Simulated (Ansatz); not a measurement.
**What a change of settings does: Zr (omega type)**

First run: DFT, PBE, all-electron LAPW, scalar-relativistic (Ansatz 0.2.0).

Command: `ansatz run input.yaml --threads 1 --pin off --max-ram 3072MiB --backend cpu --events-out ev --progress --plain --runs-dir out` It took 68 s on 1 thread of Arm Neoverse V1, with other jobs on the host, peak memory 0.46 GiB.

```yaml
crystal:
  lattice:
    - [5.0474735472, 0.0, 0.0]
    - [-2.5237367736, 4.3712403168, 0.0]
    - [0.0, 0.0, 3.1447675062]
  atoms:
    - { symbol: Zr, position: [0.0, 0.0, 0.0] }
    - { symbol: Zr, position: [0.3333333333, 0.6666666667, 0.5] }
    - { symbol: Zr, position: [0.6666666667, 0.3333333333, 0.5] }
kpoints:
  mp_grid: { grid: [8, 8, 11] }
  band_path:
    path:
      - [0.0, 0.0, 0.0]
      - [0.5, 0.0, 0.0]
      - [0.3333333333, 0.3333333333, 0.0]
      - [0.0, 0.0, 0.0]
      - [0.0, 0.0, 0.5]
      - [0.5, 0.0, 0.5]
      - [0.3333333333, 0.3333333333, 0.5]
      - [0.0, 0.0, 0.5]
      - [0.5, 0.0, 0.5]
    npoints: 14
scf:
  occupations: { method: fermi_dirac, width: 0.1 }
hamiltonian:
  xc: pbe
  pseudopotentials: { kind: all_electron, lapw: { basis_error: 0.001 } }
output:
  forces: true
  stress: true
  eigenvalues: true
  populations: true
  dos: { projected: true, de: 0.2, e_range: [-14, 8] }
```

The cell comes from a relaxation on PAW files under the same functional, begun from a prototype that needn't be the stable phase.

It converges in 10 SCF iterations at a pressure of 0.02 GPa.

The input is then changed:

```diff
   occupations: { method: fermi_dirac, width: 0.1 }
+  convergence: { dr2_threshold: 1.0e-08 }
 hamiltonian:
   pseudopotentials: { kind: all_electron, lapw: { basis_error: 0.001 } }
+  dispersion: d3bjatm
 output:
   populations: true
-  dos: { projected: true, de: 0.2, e_range: [-14, 8] }
```

Question: What does the second run give?

Answer: It converges in 11 SCF iterations at a pressure of -3.24 GPa. More than one line changes, and not each need have an effect. Results part of its log:
```
SCF 1 converged in 11 iterations: F = -293782.852916 eV  dr2 = 4.48e-9
NSCF: frozen V_eff on 113 k-points
SCF converged after 11 iterations
Free energy (F): -293782.852916 eV
Harris-Foulkes:  -293782.852916 eV  (|F-HF|=5.06e-9)
Internal energy: -293782.753208 eV  (E = F + TS)
E sigma→0 (E₀):  -293782.803062 eV
Entropy (-TS):   -0.099709 eV (-33.236 meV/atom)
Fermi energy:    15.735354 eV
--- Per-component energies (eV) ---
  E_band       = -10133.650762
  E_kinetic    = 303448.423256
  E_xc         = -9333.000654
[... lines left out ...]
       -0.000000       0.000000      -3.216320
  P = ⅓ Tr σ = -3.2368 GPa (-32.368 kbar)
--- Band table (eV; the first three rows and the last of 60) ---
  k-point 0: bands = ["-295.9925", "-295.9925", "-295.9536", "-295.5999", "-295.5999", "-295.5999", "-295.5999", "-295.5966", "-295.5966", "-153.1565", "-153.1565", "-153.1260", "-153.1260", "-153.1211", "-152.7544", "-152.7544", "-152.7544", "-152.7544", "-152.7518", "-152.7518", "-152.7517", "-152.7517", "-152.7455", "-152.7455", "-33.0902", "-32.8325", "-32.6432", "-11.2313", "-11.2313", "-11.2248", "-11.2248", "-10.7860", "-10.5197", "-10.4099", "-10.3764", "-10.3764", "10.2488", "13.4145", "15.2548", "15.2548", "15.2940", "15.2940", "15.5659", "16.5743", "17.3749", "17.3749", "18.0067", "18.0067", "18.0704", "18.0704", "21.2392"]
  k-point 1: bands = ["-295.9925", "-295.9925", "-295.9536", "-295.5999", "-295.5999", "-295.5999", "-295.5999", "-295.5966", "-295.5966", "-153.1565", "-153.1565", "-153.1260", "-153.1260", "-153.1211", "-152.7544", "-152.7544", "-152.7544", "-152.7544", "-152.7518", "-152.7518", "-152.7517", "-152.7517", "-152.7455", "-152.7455", "-33.0843", "-32.8291", "-32.6388", "-11.2248", "-11.2248", "-11.2134", "-11.2134", "-10.8314", "-10.5758", "-10.4562", "-10.3785", "-10.3785", "10.4315", "13.6119", "15.0530", "15.0530", "15.1668", "15.1668", "15.8629", "16.7769", "17.2855", "17.2855", "17.9400", "17.9400", "18.3158", "18.3158", "21.0813"]
  k-point 2: bands = ["-295.9925", "-295.9925", "-295.9536", "-295.5999", "-295.5999", "-295.5999", "-295.5999", "-295.5966", "-295.5966", "-153.1565", "-153.1565", "-153.1260", "-153.1260", "-153.1211", "-152.7544", "-152.7544", "-152.7544", "-152.7544", "-152.7518", "-152.7518", "-152.7517", "-152.7517", "-152.7455", "-152.7455", "-33.0686", "-32.8201", "-32.6269", "-11.2073", "-11.2073", "-11.1820", "-11.1820", "-10.9503", "-10.7248", "-10.5787", "-10.3848", "-10.3848", "10.9458", "14.1188", "14.5637", "14.5637", "14.8417", "14.8417", "16.7273", "17.2322", "17.2322", "17.3858", "17.7370", "17.7370", "18.7703", "18.7703", "20.8196"]
  k-point 59: bands = ["-295.9925", "-295.9925", "-295.9536", "-295.5999", "-295.5999", "-295.5999", "-295.5999", "-295.5966", "-295.5966", "-153.1565", "-153.1565", "-153.1260", "-153.1260", "-153.1211", "-152.7544", "-152.7544", "-152.7544", "-152.7544", "-152.7518", "-152.7518", "-152.7518", "-152.7517", "-152.7455", "-152.7455", "-33.0159", "-32.7052", "-32.6771", "-11.5127", "-11.2905", "-11.2186", "-11.0426", "-10.9232", "-10.8802", "-10.8322", "-10.7141", "-10.3078", "12.8488", "13.9050", "14.3405", "14.5028", "14.8501", "14.9130", "15.8727", "16.4128", "16.8060", "16.9953", "18.5972", "18.6723", "20.0673", "21.0033", "21.2997"]
--- Löwdin populations: 3 sites ---
  site symbol       q [e]
     0     Zr     39.7251
     1     Zr     40.0331
     2     Zr     40.0331
  spilling = 0.001739 (of n_electrons = 120.000000)
```
